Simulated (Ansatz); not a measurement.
# ZnSe (Stilleite) (F-43m) in Ansatz: further runs

One crystal, ZnSe (Stilleite), is run at these levels: SVWN5, PBE; tasks: band structure, single point, equation of state.

All numbers are computed with Ansatz 0.2.0; they aren't measurements. Logs are shortened: lines on timing, memory, paths and dates and some standing lists are left out, and cuts for length are marked.

**Measured values to compare with.**

“Alloy Disordering Effects on the Thermal Conductivity and Energy Gap Temperature Dependence of Cd1−xZnxSe Ternary Crystals Grown by the Bridgman Method”, 2023, pmc:10253836 reports, for a bulk crystal of ZnSe at 300 K: band gap 2.695 ± 0.003 eV (an exciton energy, a little under the gap).

How close the calculation comes is told below.

## (1) Starting point

It takes space group F-43m (No. 216, cubic). Conventional cell: a = 5.668 Å, b = 5.668 Å, c = 5.668 Å, α = 90.00°, β = 90.00°, γ = 90.00°. Around Se (site symmetry -43m) lie 4 Zn at 2.45 Å. Zn (site symmetry -43m) is surrounded by 4 Se at 2.45 Å.

## (2) Band structure, SVWN5

The input, input.yaml:

```yaml
crystal:
  lattice:
    - [0.0, 2.8338, 2.8338]
    - [2.8338, 0.0, 2.8338]
    - [2.8338, 2.8338, 0.0]
  atoms:
    - { symbol: Se, position: [0.75, 0.75, 0.75] }
    - { symbol: Zn, position: [0.0, 0.0, 0.0] }
hamiltonian:
  xc: { exchange: slater, correlation: vwn5 }
  pseudopotentials: { kind: paw }
kpoints:
  mp_grid: { grid: [8, 8, 8] }
  band_path:
    path:
      - [[0.0, 0.0, 0.0], [0.5, 0.0, 0.5], [0.5, 0.25, 0.75], [0.375, 0.375, 0.75], [0.0, 0.0, 0.0], [0.5, 0.5, 0.5], [0.625, 0.25, 0.625], [0.5, 0.25, 0.75], [0.5, 0.5, 0.5], [0.375, 0.375, 0.75]]
      - [[0.625, 0.25, 0.625], [0.5, 0.0, 0.5]]
    npoints: 14
scf:
  occupations: { method: fermi_dirac, width: 0.05 }
  n_extra_bands: 6
output:
  forces: true
  stress: true
  eigenvalues: true
  fatbands: true
```

Potentials or basis: Ansatz PAW.

Started as:

```
$ ansatz run input.yaml --threads 2 --pin off --max-ram 5120MiB --backend cpu --events-out ev --progress --plain --runs-dir out
```

Standard output:

```text
Warning: RAYON_NUM_THREADS=2 ignored (pool sized by the plan → 2); use --threads N
scf.n_extra_bands = 6 over 14 filled bands (N_el = 28.0): the run solves 20 bands
Engine: ansatz 0.2.0, x86_64-unknown-linux-gnu
Pseudopotentials: kind: paw
Pseudopotential: Se, paw, valence charge 16, recommended cutoff 420 eV (normal), Se.paw.azcp
Pseudopotential: Zn, paw, valence charge 12, recommended cutoff 420 eV (normal), Zn.paw.azcp
Functional definition: unnamed
  exchange = slater_x
  correlation = vwn5_c
Crystal: 2 atoms, lattice volume = 45.513 Å³
Basis set: ecut = 420 eV, 893 PW (Γ)
Bands: 20, of which v1, the nominal top of the filled ones, is band 14 counted from 1 (13 counted from 0)
Symmetry: 24 space group operations
Space group: F-43m (ITA 216), of the structure as read, at distance tolerance 3.6e-5 Å
k-points: 29 of 512 (time reversal used)
Non-local potential: Se, projectors of the file, l = 0: 2, l = 1: 2, l = 2: 3, l = 3: 1
Non-local potential: Zn, projectors of the file, l = 0: 2, l = 1: 2, l = 2: 3, l = 3: 1
PAW form: soft (Blöchl's): semilocal exchange-correlation on the pseudo side does not see the compensation charge
PAW frozen core: Se, regenerated for the run's functional, and the local potential with it (the file was generated under x = pbe(κ = 0.804, μ = 0.2195149727645171), c = pbe(β = 0.06672455060314922))
PAW frozen core: Zn, regenerated for the run's functional, and the local potential with it (the file was generated under x = pbe(κ = 0.804, μ = 0.2195149727645171), c = pbe(β = 0.06672455060314922))
PAW one-centre angular grid: Se, 590 points (default); XC on 64 Gauss nodes
PAW one-centre angular grid: Zn, 590 points (default); XC on 64 Gauss nodes
Initial density: superposition of atomic densities (neutral atoms: chi_scale 0, normalization atom), corrected by the library's trained network
Initial wavefunctions: pseudopotential atomic-orbital guess
Functional: x = slater, c = vwn5
SCF iter   1: F=—  HF=-8631.543937 eV  |F-HF|=—  |Δ(HF+E_count)|=         —  Δρ=5.23e-3  dr2=7.55e-3  ethr=1.77e-3  ⟨swp⟩=5.6  Hψ=2870  notcnv=0  defer=1
preconditioner: auto → none  [insulator: Δε(μ)=0.997 eV  Ē_g=13.569 eV  σ=0.050 eV  W_gap=1.00  n_scr=14 (ndim 8)  ℏωp=23.4 eV  f_vac=0.121  D(μ)=0.00/eV (n_scr^D=0)  ε∞_Penn≈4.0]
SCF iter   2: F=—  HF=-8631.541674 eV  |F-HF|=—  |Δ(HF+E_count)|=   2.26e-3  Δρ=2.04e-3  dr2=8.79e-4  ethr=2.70e-5  ⟨swp⟩=2.0  Hψ=1165  notcnv=0  defer=37
SCF iter   3: F=—  HF=-8631.541597 eV  |F-HF|=—  |Δ(HF+E_count)|=   7.72e-5  Δρ=1.31e-3  dr2=3.47e-4  ethr=3.14e-6  ⟨swp⟩=2.0  Hψ=746  notcnv=0  defer=37
SCF iter   4: F=—  HF=-8631.541509 eV  |F-HF|=—  |Δ(HF+E_count)|=   8.84e-5  Δρ=2.73e-4  dr2=3.06e-5  ethr=1.24e-6  ⟨swp⟩=2.0  Hψ=768  notcnv=0  defer=37
SCF iter   5: F=—  HF=-8631.541492 eV  |F-HF|=—  |Δ(HF+E_count)|=   1.60e-5  Δρ=2.20e-5  dr2=2.30e-7  ethr=1.09e-7  ⟨swp⟩=2.0  Hψ=767  notcnv=0  defer=37
SCF iter   6: F=-8631.541492 eV  HF=-8631.541492 eV  |F-HF|=9.59e-9  |Δ(HF+E_count)|=   8.19e-8  Δρ=4.29e-6  dr2=5.83e-9  ethr=3.57e-10  ⟨swp⟩=7.2  Hψ=2575  notcnv=0
SCF 1 converged in 6 iterations: F = -8631.541492 eV  dr2 = 5.83e-9
NSCF: frozen V_eff on 142 k-points
SCF converged after 6 iterations
Free energy (F): -8631.541492 eV
Harris-Foulkes:  -8631.541492 eV  (|F-HF|=9.59e-9)
Internal energy: -8631.541492 eV  (E = F + TS)
E sigma→0 (E₀):  -8631.541492 eV
Entropy (-TS):   -0.000000 eV (-0.000 meV/atom)
Fermi energy:    7.000156 eV
--- Per-component energies (eV) ---
  E_band       = -394.315899
  E_kinetic    = 250.794601
  E_local      = -4403.875629  (includes V_loc(G=0)·N_el)
  E_nonlocal   = 27.853945
  E_hartree    = 2034.050999
  E_xc         = -239.022725
  E_vxc        = -151.869854  (∫ρ·V_xc dr)
  E_paw        = -3584.176805  (= ΣΔE_a)
  E_vpaw       = -185.324118  (= ΣTr[D̂ρ^β])
  E_aug_tail   = -0.000897  (compensation charges beyond the density's cutoff)
  E_ewald      = -2720.942845
  E_core_change = 3.777864  (= ΣΔE_core)
  E_smearing   = -0.000000  (= −TS)
  E_closure    = -0.000000  (closes the sum)
  Σ components = -8631.541492   (vs F -8631.541492, Δ=0.00e0)
--- Forces (eV/Å), atoms counted from 1 ---
  atom   1  Se     0.00000000    -0.00000000     0.00000000
  atom   2  Zn    -0.00000000     0.00000000    -0.00000000
  max |Σ_I F_I| component: 2.04e-16 eV/Å
--- Stress (GPa, compression-positive) ---
       -3.440259      -0.000000      -0.000000
       -0.000000      -3.440259       0.000000
       -0.000000       0.000000      -3.440259
  P = ⅓ Tr σ = -3.4403 GPa (-34.403 kbar)
--- Band table (eV; the first three rows and the last of 29) ---
  k-point 0: bands = ["-40.6052", "-40.6052", "-40.6052", "-40.6007", "-40.6007", "-6.8707", "-0.2110", "-0.2110", "-0.2110", "0.1489", "0.1489", "6.4493", "6.4493", "6.4493", "7.4824", "12.1674", "12.1674", "12.1674", "16.0872", "17.9619"]
  k-point 1: bands = ["-40.6052", "-40.6052", "-40.6052", "-40.6007", "-40.6007", "-6.7700", "-0.2039", "-0.1954", "-0.1954", "0.1475", "0.1475", "5.0665", "6.2958", "6.2958", "8.5298", "12.0774", "12.4215", "12.4215", "16.9785", "17.1071"]
  k-point 2: bands = ["-40.6052", "-40.6051", "-40.6051", "-40.6006", "-40.6006", "-6.5085", "-0.1612", "-0.1612", "-0.1481", "0.1489", "0.1489", "3.3327", "5.9687", "5.9687", "9.0088", "12.8004", "12.8004", "12.8520", "16.8525", "16.8525"]
  k-point 28: bands = ["-40.6051", "-40.6051", "-40.6048", "-40.6007", "-40.6005", "-5.8090", "-0.0951", "-0.0105", "0.1190", "0.1193", "0.4497", "1.7033", "3.6514", "3.7550", "11.7983", "11.8941", "13.2597", "14.0178", "17.9658", "20.2348"]
```

bands.tsv:

```text
# k_distance	band_0	band_1	band_2	band_3	band_4	band_5	band_6	band_7	band_8	band_9	band_10	band_11	band_12	band_13	band_14	band_15	band_16	band_17	band_18	band_19
# fermi_ev = 7.000156
[... 158 lines left out ...]
7.060424	-47.605500	-47.604986	-47.604984	-47.600898	-47.600635	-12.814019	-7.174325	-6.964425	-6.963480	-6.804374	-6.668757	-5.374299	-2.788896	-2.741714	2.304993	2.817409	9.858942	10.461539	10.516190	13.419737
7.088421	-47.605504	-47.604984	-47.604982	-47.600898	-47.600634	-12.814104	-7.175918	-6.963724	-6.963494	-6.803853	-6.671229	-5.375474	-2.760103	-2.748166	2.276654	2.787226	9.923030	10.515461	10.530439	13.470688
7.116417	-47.605502	-47.604981	-47.604981	-47.600897	-47.600632	-12.814125	-7.176455	-6.963490	-6.963490	-6.803676	-6.672061	-5.375870	-2.750318	-2.750318	2.266679	2.777548	9.945829	10.533914	10.533914	13.487518
```

Run time: 3.8 s. Hardware: 2 threads of AMD EPYC 7B13 (Zen 3), shared host; peak memory 0.39 GiB.

Results:

```yaml
Free_energy: -8631.5415 eV
Pressure: -3.4 GPa
Band_gap_on_the_k_mesh: 1.03 eV, direct
Band_gap_along_the_path: 1.03 eV, direct
```

Levels at the corners of the path, in eV from the valence-band top:
```csv
point,band 10,band 11,band 12,band 13,band 14,band 15,band 16,band 17,band 18,band 19
Γ,-6.30,-6.30,0.00,0.00,0.00,1.03,5.72,5.72,5.72,9.64
X,-6.25,-6.12,-4.83,-2.20,-2.20,2.82,3.33,10.50,11.08,11.08
W,-6.33,-6.00,-4.75,-2.80,-2.69,5.35,5.44,6.81,7.57,11.52
K,-6.28,-6.04,-4.78,-3.13,-1.80,3.43,5.48,8.88,9.17,9.36
Γ,-6.30,-6.30,0.00,0.00,0.00,1.03,5.72,5.72,5.72,9.64
L,-6.28,-6.14,-5.29,-0.87,-0.87,2.36,6.30,6.30,8.35,10.72
U,-6.28,-6.04,-4.78,-3.13,-1.80,3.43,5.48,8.88,9.17,9.36
W,-6.33,-6.00,-4.75,-2.80,-2.69,5.35,5.44,6.81,7.57,11.52
L,-6.28,-6.14,-5.29,-0.87,-0.87,2.36,6.30,6.30,8.35,10.72
K,-6.28,-6.04,-4.78,-3.13,-1.80,3.43,5.48,8.88,9.17,9.36
U,-6.28,-6.04,-4.78,-3.13,-1.80,3.43,5.48,8.88,9.17,9.36
X,-6.25,-6.12,-4.83,-2.20,-2.20,2.82,3.33,10.50,11.08,11.08
```

Caveat: the PAW data sets come from PBE, with cores solved anew for the run's functional, which leaves a small shift of forces and pressure.

## (3) Single point, PBE, 21.39 Å³/atom (volume scaled by 0.94)

The input, input.yaml:

```yaml
crystal:
  lattice:
    - [0.0, 2.7759511149, 2.7759511149]
    - [2.7759511149, 0.0, 2.7759511149]
    - [2.7759511149, 2.7759511149, 0.0]
  atoms:
    - { symbol: Se, position: [0.75, 0.75, 0.75] }
    - { symbol: Zn, position: [0.0, 0.0, 0.0] }
hamiltonian:
  xc: pbe
  pseudopotentials: { kind: paw, core: small }
kpoints:
  mp_grid: { grid: [8, 8, 8] }
scf:
  occupations: { method: fermi_dirac, width: 0.05 }
output:
  forces: true
  stress: true
  eigenvalues: true
```

Potentials or basis: Ansatz PAW.

Started as:

```
$ ansatz run input.yaml --threads 2 --pin off --max-ram 5120MiB --backend cpu --events-out ev --progress --plain --runs-dir out
```

Wall time 0.96 s (2 threads of AMD EPYC 7B13 (Zen 3), shared host); peak memory 0.38 GiB.

The run converged. Its results:

```
Free energy            : -8789.4527 eV
Pressure               : 6.8 GPa
Band gap on the k mesh : 1.54 eV, direct
```

## (4) Single point, PBE, 21.85 Å³/atom (volume scaled by 0.96)

input.yaml, as its differences from that of step 3:

```diff
@@ -2,5 +2,5 @@
   lattice:
-    - [0.0, 2.7759511149, 2.7759511149]
-    - [2.7759511149, 0.0, 2.7759511149]
-    - [2.7759511149, 2.7759511149, 0.0]
+    - [0.0, 2.7955007105, 2.7955007105]
+    - [2.7955007105, 0.0, 2.7955007105]
+    - [2.7955007105, 2.7955007105, 0.0]
   atoms:
```

Started as:

```
$ ansatz run input.yaml --threads 2 --pin off --max-ram 5120MiB --backend cpu --events-out ev --progress --plain --runs-dir out
```

It took 0.97 s on 2 threads of AMD EPYC 7B13 (Zen 3), shared host; peak memory 0.39 GiB.

It converged, with:

```yaml
Free_energy: -8789.4862 eV
Pressure: 5.1 GPa
Band_gap_on_the_k_mesh: 1.45 eV, direct
```

## (5) Single point, PBE, 22.30 Å³/atom (volume scaled by 0.98)

input.yaml, as its differences from that of step 4:

```diff
@@ -2,5 +2,5 @@
   lattice:
-    - [0.0, 2.7955007105, 2.7955007105]
-    - [2.7955007105, 0.0, 2.7955007105]
-    - [2.7955007105, 2.7955007105, 0.0]
+    - [0.0, 2.814780635, 2.814780635]
+    - [2.814780635, 0.0, 2.814780635]
+    - [2.814780635, 2.814780635, 0.0]
   atoms:
```

Started as:

```
$ ansatz run input.yaml --threads 2 --pin off --max-ram 5120MiB --backend cpu --events-out ev --progress --plain --runs-dir out
```

Run time: 1 s. Hardware: 2 threads of AMD EPYC 7B13 (Zen 3), shared host; peak memory 0.36 GiB.

Results (log left out):

```yaml
Free_energy: -8789.5104 eV
Pressure: 3.5 GPa
Band_gap_on_the_k_mesh: 1.37 eV, direct
```

## (6) Single point, PBE, 22.76 Å³/atom

input.yaml, as its differences from that of step 5:

```diff
@@ -2,5 +2,5 @@
   lattice:
-    - [0.0, 2.814780635, 2.814780635]
-    - [2.814780635, 0.0, 2.814780635]
-    - [2.814780635, 2.814780635, 0.0]
+    - [0.0, 2.8338, 2.8338]
+    - [2.8338, 0.0, 2.8338]
+    - [2.8338, 2.8338, 0.0]
   atoms:
```

Potentials or basis: Ansatz PAW.

Started as:

```
$ ansatz run input.yaml --threads 2 --pin off --max-ram 5120MiB --backend cpu --events-out ev --progress --plain --runs-dir out
```

Wall time 0.99 s (2 threads of AMD EPYC 7B13 (Zen 3), shared host); peak memory 0.39 GiB.

It converged, with:

* Free energy: -8789.5263 eV
* Pressure: 2.1 GPa
* Band gap on the k mesh: 1.29 eV, direct

## (7) Single point, PBE, 23.21 Å³/atom (volume scaled by 1.02)

input.yaml, as its differences from that of step 6:

```diff
@@ -2,5 +2,5 @@
   lattice:
-    - [0.0, 2.8338, 2.8338]
-    - [2.8338, 0.0, 2.8338]
-    - [2.8338, 2.8338, 0.0]
+    - [0.0, 2.8525674344, 2.8525674344]
+    - [2.8525674344, 0.0, 2.8525674344]
+    - [2.8525674344, 2.8525674344, 0.0]
   atoms:
```

Started as:

```
$ ansatz run input.yaml --threads 2 --pin off --max-ram 5120MiB --backend cpu --events-out ev --progress --plain --runs-dir out
```

Run time: 0.97 s. Hardware: 2 threads of AMD EPYC 7B13 (Zen 3), shared host; peak memory 0.4 GiB.

Results (log left out):

```yaml
Free_energy: -8789.5346 eV
Pressure: 0.9 GPa
Band_gap_on_the_k_mesh: 1.21 eV, direct
```

## (8) Single point, PBE, 23.67 Å³/atom (volume scaled by 1.04)

input.yaml, as its differences from that of step 7:

```diff
@@ -2,5 +2,5 @@
   lattice:
-    - [0.0, 2.8525674344, 2.8525674344]
-    - [2.8525674344, 0.0, 2.8525674344]
-    - [2.8525674344, 2.8525674344, 0.0]
+    - [0.0, 2.8710911185, 2.8710911185]
+    - [2.8710911185, 0.0, 2.8710911185]
+    - [2.8710911185, 2.8710911185, 0.0]
   atoms:
```

Started as:

```
$ ansatz run input.yaml --threads 2 --pin off --max-ram 5120MiB --backend cpu --events-out ev --progress --plain --runs-dir out
```

It took 0.98 s on 2 threads of AMD EPYC 7B13 (Zen 3), shared host; peak memory 0.4 GiB.

Results (log left out):

```yaml
Free_energy: -8789.5362 eV
Pressure: -0.3 GPa
Band_gap_on_the_k_mesh: 1.13 eV, direct
```

## (9) Single point, PBE, 24.12 Å³/atom (volume scaled by 1.06)

input.yaml, as its differences from that of step 8:

```diff
@@ -2,5 +2,5 @@
   lattice:
-    - [0.0, 2.8710911185, 2.8710911185]
-    - [2.8710911185, 0.0, 2.8710911185]
-    - [2.8710911185, 2.8710911185, 0.0]
+    - [0.0, 2.8893788162, 2.8893788162]
+    - [2.8893788162, 0.0, 2.8893788162]
+    - [2.8893788162, 2.8893788162, 0.0]
   atoms:
```

Potentials or basis: Ansatz PAW.

Started as:

```
$ ansatz run input.yaml --threads 2 --pin off --max-ram 5120MiB --backend cpu --events-out ev --progress --plain --runs-dir out
```

Run time: 0.98 s. Hardware: 2 threads of AMD EPYC 7B13 (Zen 3), shared host; peak memory 0.4 GiB.

It converged, with:

```yaml
Free_energy: -8789.5317 eV
Pressure: -1.3 GPa
Band_gap_on_the_k_mesh: 1.06 eV, direct
```

## (10) Equation of state, PBE

Potentials or basis: Ansatz PAW small core.

No new run: the results of the series are fitted here.

Results:

- Equilibrium volume: 23.55 Å³/atom
- Bulk modulus: 57 GPa
- Pressure derivative of the bulk modulus: 4.5

Energy against volume, from the lowest point:
```csv
volume (Å³/atom),energy (meV/atom)
21.391,41.76
21.846,24.99
22.301,12.89
22.757,4.95
23.212,0.79
23.667,0.00
24.122,2.24
```

## (11) How close it comes

Step 2. Measured gap of ZnSe: 2.695 eV (an exciton energy, a little under the gap; 300 K; “Alloy Disordering Effects on the Thermal Conductivity and Energy Gap Temperature Dependence of Cd1−xZnxSe Ternary Crystals Grown by the Bridgman Method”, 2023, pmc:10253836). This calculation gives 1.03 eV (-1.66 eV). So large a miss can be the level of theory's own, or it may mean another phase, state or a wrong row. Spin-orbit coupling on Se is left out. The value is that of SVWN5, without temperature or zero-point motion.
